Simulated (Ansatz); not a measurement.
This is a one-shot G0W0 calculation with Ansatz on wurtzite MgO; the level of theory is G0W0@r2SCAN with 76 empty bands, a screening cutoff of 80 eV and a 9×9×4 mesh. The cell was relaxed beforehand with r2SCAN.

input.yaml:
```yaml
crystal:
  lattice:
    - [3.2882172281, 0.0, 0.0]
    - [-1.644108614, 2.8476796527, 0.0]
    - [0.0, 0.0, 5.0343662748]
  atoms:
    - { symbol: Mg, position: [0.3333333333, 0.6666666667, -0.0098385227] }
    - { symbol: Mg, position: [0.6666666667, 0.3333333333, 0.4901614773] }
    - { symbol: O, position: [0.3333333333, 0.6666666667, 0.3848385227] }
    - { symbol: O, position: [0.6666666667, 0.3333333333, 0.8848385227] }
kpoints:
  mp_grid: { grid: [9, 9, 4] }
hamiltonian:
  xc: r2scan
scf:
  occupations: { method: fixed }
gw:
  n_empty_bands: 76
  ecut_chi: 80
  qp_bands: [v2, c2]
  qp_kpoints: band_edges
  screening: { model: contour_deformation }
```

Task: It ran on 1 × NVIDIA H100 80GB HBM3 with 2 threads of AMD EPYC 7R13 Processor (Zen 3), on a shared host, load about 2.8 per core. About how long did it take, and how much host memory at the peak?

Result: About 32 s, with a peak of 1.6 GiB.

Task: What will the output look like, and what does it show?

Result: Abridged output:
```
Pseudopotential: Mg, paw, valence charge 10, recommended cutoff 500 eV (meta_gga)
Pseudopotential: O, paw, valence charge 6, recommended cutoff 500 eV (meta_gga)
Functional definition: r2SCAN
  parameter k0 = 0.174
  parameter k1 = 0.065
  parameter a1 = 4.9479
  exchange = r2scan_x(k0 = k0, k1 = k1, a1 = a1)
  correlation = r2scan_c
Crystal: 4 atoms, lattice volume = 47.141 Å³
Basis set: ecut = 500 eV, 1153 PW (Γ)
Bands: 20, of which v1, the nominal top of the filled ones, is band 16 counted from 1 (15 counted from 0)
Symmetry: 12 space group operations
Space group: P63mc (ITA 186)
k-points: 36 of 324 (time reversal used)
SCF iter   1: HF=-4996.111894 eV  Δρ=8.46e-3  dr2=1.77e-2
preconditioner: auto → Resta (q_TF=auto, 2.558 Å⁻¹)  ε∞=3.0  [insulator: Δε(μ)=4.273 eV  ℏωp=21.6 eV]
SCF iter   2: HF=-4996.213805 eV  Δρ=4.30e-3  dr2=4.64e-3
SCF iter   3: HF=-4996.213753 eV  Δρ=1.12e-3  dr2=2.60e-4
SCF iter   4: HF=-4996.213785 eV  Δρ=2.70e-4  dr2=3.84e-5
SCF iter   5: HF=-4996.213777 eV  Δρ=8.68e-5  dr2=2.28e-6
SCF iter   6: HF=-4996.213779 eV  Δρ=2.03e-5  dr2=1.15e-7
SCF iter   7: HF=-4996.213779 eV  Δρ=4.65e-6  dr2=9.64e-9
SCF 1 converged in 7 iterations: F = -4996.213779 eV  dr2 = 9.64e-9
SCF converged after 7 iterations
Free energy (F): -4996.213779 eV
Fermi energy:    4.588752 eV
--- Per-component energies (eV) ---
  E_band       = -707.012424
  E_kinetic    = 510.075712
  E_local      = -3735.086525
  E_nonlocal   = 285.543147
  E_hartree    = 1333.466887
  E_xc         = -204.943545
  E_vxc        = -296.318739
  E_paw        = -911.359574
  E_vpaw       = -157.746595
  E_vtau       = 19.584458
  E_ewald      = -2273.795633
  E_core_change = -0.116298
--- G₀W₀: contour deformation, 6 samples at zero and on the imaginary axis and 3 off it, 324 q-points, 76 empty bands' worth ---
    ik  band        ε_KS         Σx   Σc(E_QP)       V_xc       Z   E_QP_lin       E_QP  E_QP is
     0    15      4.2149   -25.7323     4.3139   -20.5179  0.7871     3.3047     3.3144  root
     0    16      4.5888   -25.9784     4.2838   -20.8494  0.7882     3.7354     3.7437  root
     0    17      8.8113    -7.1962    -3.1028   -11.0541  0.8585     9.5700     9.5664  root
     0    18     14.0507    -6.0533    -3.7174   -10.7167  0.8471    15.0052    14.9967  root
     1    15      4.1679   -25.7304     4.3331   -20.4823  0.7867     3.2427     3.2529  root
     1    16      4.1679   -25.7304     4.3331   -20.4823  0.7867     3.2427     3.2529  root
     1    17      9.6674    -8.3266    -2.9839   -12.2173  0.8503    10.5797    10.5741  root
     1    18     13.0018    -7.5774    -3.5277   -12.2130  0.8382    14.1220    14.1097  root
     2    15      4.0570   -25.7167     4.3696   -20.4016  0.7857     3.1003     3.1115  root
     2    16      4.0570   -25.7167     4.3696   -20.4016  0.7857     3.1003     3.1115  root
     2    17     11.3188    -8.5216    -3.1962   -12.8072  0.8413    12.4182    12.4082  root
     2    18     11.3188    -8.5216    -3.1962   -12.8072  0.8413    12.4182    12.4082  root
     3    15      4.2206   -25.7955     4.3294   -20.5621  0.7869     3.3067     3.3165  root
     3    16      4.5491   -25.9600     4.2945   -20.8093  0.7879     3.6844     3.6930  root
     3    17      9.3722    -8.0520    -3.0070   -11.9213  0.8527    10.2394    10.2345  root
     3    18     14.3892    -6.4443    -3.7255   -11.1939  0.8407    15.4242    15.4133  root
     4    15      4.1596   -25.7620     4.3442   -20.4969  0.7865     3.2285     3.2388  root
     4    16      4.2578   -25.6905     4.3141   -20.4625  0.7869     3.3338     3.3440  root
     4    17     10.0831    -8.5724    -3.0034   -12.5466  0.8473    11.0607    11.0540  root
     4    18     13.2339    -7.7352    -3.5382   -12.4205  0.8347    14.3946    14.3809  root
     5    15      4.0166   -25.6816     4.3735   -20.3510  0.7856     3.0481     3.0596  root
     5    16      4.0166   -25.6816     4.3735   -20.3510  0.7856     3.0481     3.0596  root
     5    17     11.5848    -8.5445    -3.2250   -12.8862  0.8395    12.7123    12.7015  root
     5    18     11.5848    -8.5445    -3.2250   -12.8862  0.8395    12.7123    12.7015  root
     6    15      4.2040   -25.8544     4.3514   -20.5866  0.7866     3.2774     3.2876  root
     6    16      4.4173   -25.8572     4.3176   -20.6487  0.7872     3.5170     3.5265  root
     6    17     10.5909    -8.7271    -3.0667   -12.8354  0.8440    11.6409    11.6326  root
     6    18     14.7404    -6.9052    -3.7180   -11.7817  0.8246    15.9155    15.8989  root
     7    15      4.1173   -25.7730     4.3610   -20.4742  0.7862     3.1687     3.1795  root
     7    16      4.2676   -25.7103     4.3288   -20.4589  0.7867     3.3346     3.3450  root
     7    17     11.0310    -8.5814    -3.1333   -12.7851  0.8422    12.1106    12.1014  root
     7    18     13.5849    -7.4106    -3.5637   -12.1194  0.8315    14.7443    14.7301  root
     9    15      4.1627   -25.8639     4.3674   -20.5635  0.7864     3.2191     3.2298  root
     9    16      4.1761   -25.5892     4.3361   -20.3032  0.7861     3.2150     3.2262  root
     9    17     11.9017    -8.4022    -3.2766   -12.8153  0.8377    13.0500    13.0382  root
     9    18     14.2203    -5.2949    -3.6429    -9.8886  0.8372    15.1807    15.1712  root
  […]
```
Iteration counts and the last digits belong to this one run.

The points are ik 0 = (0, 0, 0) (Γ), ik 1 = (0, 0, 1/4), ik 2 = (0, 0, -1/2), ik 3 = (0, 0.111, 0), ik 4 = (0, 0.111, 1/4), ik 5 = (0, 0.111, -1/2), ik 6 = (0, 0.222, 0), ik 7 = (0, 0.222, 1/4), ik 9 = (0, 1/3, 0), ik 10 = (0, 1/3, 1/4), ik 12 = (0, 0.444, 0), ik 13 = (0, 0.444, 1/4); band 16 is the last filled one.

G0W0 moves the gap on the mesh from 4.22 eV (r2SCAN) to 5.82 eV (direct at Γ). Renormalisation factors Z lie between 0.78 and 0.86. The G0W0 figures hold for the stated bands, cutoff and mesh and aren't extrapolated.

Values at 0 K without nuclear motion; spin polarisation is off, and the phase may be a hypothetical one.
